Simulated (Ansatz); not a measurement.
The parent structure is RuO2 in the rutile structure (space group P4_2/mnm, No. 136).

```
RuO2
1.0
    4.52339     0.00000     0.00000
    0.00000     4.52339     0.00000
    0.00000     0.00000     3.11902
Ru O
2 4
Direct
  0.50000   0.50000   0.50000
  0.00000   0.00000   0.00000
  0.80567   0.80567   0.50000
  0.30567   0.69433   0.00000
  0.69433   0.30567   0.00000
  0.19433   0.19433   0.50000
```

Level of theory: PBE/PAW in Ansatz (a first-principles code), no spin-orbit coupling.

One change was made to it. Results:

The lattice parameter a drops by 0.2618 Å, from 4.523 Å to 4.262 Å; the c/a ratio increases by 0.0249 (0.690 → 0.714).

What was done to the base?
A) pressure −1 GPa
B) pressure 7 GPa
C) pressure 100 GPa
D) pressure 50 GPa

D, pressure 50 GPa. For comparison, the lattice parameter a in the other runs: pressure 100 GPa gives 4.096 Å; pressure −1 GPa gives 4.531 Å; pressure 7 GPa gives 4.475 Å.

Load acts through the strain it causes; cell and atoms are relaxed under it. No phonon test of stability was made. No other phases were tried under pressure. No Hubbard U is applied, and correlation can decide whether such a compound is a metal. The final runs are not spin-polarised.
